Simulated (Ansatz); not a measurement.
**Compressing TaN: a fit and a missing row**

TaN, Fm-3m, a = 4.397 Å. This isn't the usual stable structure of the compound. Ansatz: r2SCAN, PAW, 500 eV, Γ-centred 16×16×16 mesh on 2 atoms, Gaussian smearing 0.10 eV; no spin polarisation. Symmetry fixes shape and atoms, so the cell is only scaled; pressure is positive in compression.

| V (Å³/atom) | P (GPa) |
| --- | --- |
| 9.348 | 59.36 |
| 9.667 | 40.72 |
| 9.985 | ? |
| 10.304 | 11.44 |
| 10.623 | 0.00 |
| 10.942 | -9.73 |
| 11.260 | -18.01 |
| 11.685 | -27.14 |

Q: Take V0 = 10.623 Å³/atom, fit the third-order Birch–Murnaghan form to the other rows, and predict the missing pressure.

A: With the Eulerian strain f = ½[(V0/V)^(2/3) − 1] and y = P/[3f(1 + 2f)^(5/2)], the form is the line y = B0 + 1.5 B0 (B0′ − 4) f. Rows (f, y): 0.04449, 359.4; 0.03244, 357.6; 0.01027, 352.9; -0.00977, 348.8; -0.01904, 347.4; -0.03077, 344.6. Means f = 0.004603, y = 351.78; Σ(Δf)² = 0.004415, ΣΔfΔy = 0.8727; the slope is their ratio. y = 350.9 + 197.7 f GPa, so B0 = 350.9 GPa and B0′ = 4 + 2 × (197.7)/(3 × 350.9) = 4.38. At V = 9.985, f = 0.02108, y = 355.07 and P = 24.90 GPa. The run gave 24.90 GPa, the same to the digits shown.

Spin–orbit coupling is left out, which can shift energies with elements as heavy as these.